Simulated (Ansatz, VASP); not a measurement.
One calculation of Ir, two programs

Contents of INCAR:

```
SYSTEM = Ir
PREC = Accurate
ENCUT = 520
EDIFF = 1E-6
ISMEAR = 0
SIGMA = 0.15
LREAL = .FALSE.
LASPH = .TRUE.
NELM = 100
ALGO = Normal
ISIF = 2
LWAVE = .FALSE.
LCHARG = .FALSE.
GGA = PS
NBANDS = 16
```

The input KPOINTS:

```
regular mesh
0
G
  18 18 12
  0 0 0
```

File POSCAR:

```
Ir
1.0
    2.7513778946      0.0000000000      0.0000000000
   -1.3756889473      2.3827631521      0.0000000000
    0.0000000000      0.0000000000      4.3284213000
Ir
2
Direct
    0.6666666667      0.3333333333      0.7500000000
    0.3333333333      0.6666666667      0.2500000000
```

Input for Ansatz:

```yaml
crystal:
  lattice:
    - [2.7513778946, 0.0, 0.0]
    - [-1.3756889473, 2.3827631521, 0.0]
    - [0.0, 0.0, 4.3284213]
  atoms:
    - { symbol: Ir, position: [0.6666666667, 0.3333333333, 0.75] }
    - { symbol: Ir, position: [0.3333333333, 0.6666666667, 0.25] }
basis:
  ecutwfc: 420
kpoints:
  mp_grid: { grid: [18, 18, 12] }
hamiltonian:
  xc: pbesol
scf:
  occupations: { method: gaussian, width: 0.15 }
output:
  forces: true
  stress: true
  eigenvalues: true
  write_density: true
  write_potential: true
  elf: true
  volumetric_format: npy
```

Change from the starting cell: strain +0.000 along x and y, -0.030 along z, atoms carried along.

Alike in both runs: task single point; functional PBEsol; k mesh 18 × 18 × 12; occupations gaussian, width 0.15 eV; no spin polarisation.

```csv
,VASP,Ansatz
version,VASP 6.6.1,Ansatz 0.2.0
potentials or method,"VASP PAW PBE potentials, release 64 (Ir)","scalar-relativistic, plane waves, PAW"
plane-wave cutoff (eV),520,420
valence electrons in the cell,18,34
```

```csv
,VASP,Ansatz,Ansatz less VASP
gap on the k mesh at the Fermi level (eV),none,none,-
pressure (GPa),-0.4,-1.4,-0.95
largest component of the traceless stress (GPa),8.00,7.94,-0.053
```

A gap of «none» marks a metal or a gap that the smearing closes. With one functional, cell and mesh, what is left measures potentials, basis and numerics. The two sets of potentials don't hold the same shells in valence.

Caveats: the PAW data sets were made with another functional, which shifts forces and pressure a little (VASP). The runs have no spin-orbit coupling, so splittings on Ir are missing.
